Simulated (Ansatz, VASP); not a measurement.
**One calculation of Al, two programs**

Contents of INCAR:

```
SYSTEM = Al
  ALGO = Normal
  EDIFF = 1E-6
  ENCUT = 520
  GGA = PE
  ISIF = 2
  ISMEAR = -1
  LASPH = .TRUE.
  LCHARG = .FALSE.
  LREAL = .FALSE.
  LWAVE = .FALSE.
  NBANDS = 8
  NELM = 60
  PREC = Accurate
  SIGMA = 0.08
```

The input KPOINTS:

```
k-points
0
G
  16 16 16
  0 0 0
```

The input POSCAR:

```
Al
1.0
    2.5686227154      0.0000000000      0.0000000000
    0.0000000000      2.5686227154      0.0000000000
    0.0000000000      0.0000000000      2.5686227154
Al
1
Direct
    0.0000000000      0.0000000000      0.0000000000
```

Input for Ansatz:

```yaml
crystal:
  lattice:
    - [2.5686227154, 0.0, 0.0]
    - [0.0, 2.5686227154, 0.0]
    - [0.0, 0.0, 2.5686227154]
  atoms:
    - { symbol: Al, position: [0.0, 0.0, 0.0] }
kpoints:
  mp_grid: { grid: [16, 16, 16] }
scf:
  occupations: { method: fermi_dirac, width: 0.08 }
hamiltonian:
  xc: pbe
  pseudopotentials: { kind: all_electron, lapw: { basis_error: 0.001 } }
output:
  forces: true
  stress: true
  eigenvalues: true
  populations: true
```

Change from the starting cell: volume scaled by 0.84, LAPW.

Alike in both runs: task single point; functional PBE; k mesh 16 × 16 × 16; occupations fermi-dirac, width 0.08 eV; no spin polarisation.

|  | VASP | Ansatz |
| --- | --- | --- |
| version | VASP 6.6.1 | Ansatz 0.2.0 |
| potentials or method | VASP PAW PBE potentials, release 64 (Al) | all-electron LAPW, scalar-relativistic |
| plane-wave cutoff (eV) | 520 | see its input |

```tsv
	VASP	Ansatz	Ansatz less VASP
pressure (GPa)	14.4	14.3	-0.09
```

Ansatz ran all-electron here, so the differences hold the error of VASP's frozen core and of both bases.
